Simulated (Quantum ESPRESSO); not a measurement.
The system is Ir.

```
CELL_PARAMETERS angstrom
0.00000 1.91560 1.91560
1.91560 0.00000 1.91560
1.91560 1.91560 0.00000
ATOMIC_POSITIONS crystal
Ir 0.00000 0.00000 0.00000
```

| Quantity | Value |
| --- | --- |
| Program | Quantum ESPRESSO 7.5 |
| Task | single point |
| Functional | PBEsol |
| Potentials or basis | GBRV 1.5 PBEsol |
| Cutoff | 612 eV |
| Density cutoff | 4898 eV |
| k mesh | 12 × 12 × 12 |
| Occupations | fermi-dirac, width 0.05 eV |
| Spin | no spin polarisation |

On this cell: pressure -0.7 GPa; band gap on the k mesh none (metal or under the smearing width).

The same run follows on a disturbed copy (cell strained at random at fixed volume):

```
CELL_PARAMETERS angstrom
-0.00903 1.95837 1.93892
1.89839 0.02290 1.90699
1.89968 1.92773 0.02161
ATOMIC_POSITIONS crystal
Ir 0.99766 0.99684 0.98575
```

Question: What does the disturbed cell give?

Answer: The energy (extrapolated to zero smearing) moves by +12.8 meV/atom; pressure -0.3 GPa; band gap on the k mesh none (metal or under the smearing width).

Stress tensor (GPa, compression positive):
```
 1.88  1.23  1.72
 1.23 -3.46 -8.26
 1.72 -8.26  0.65
```
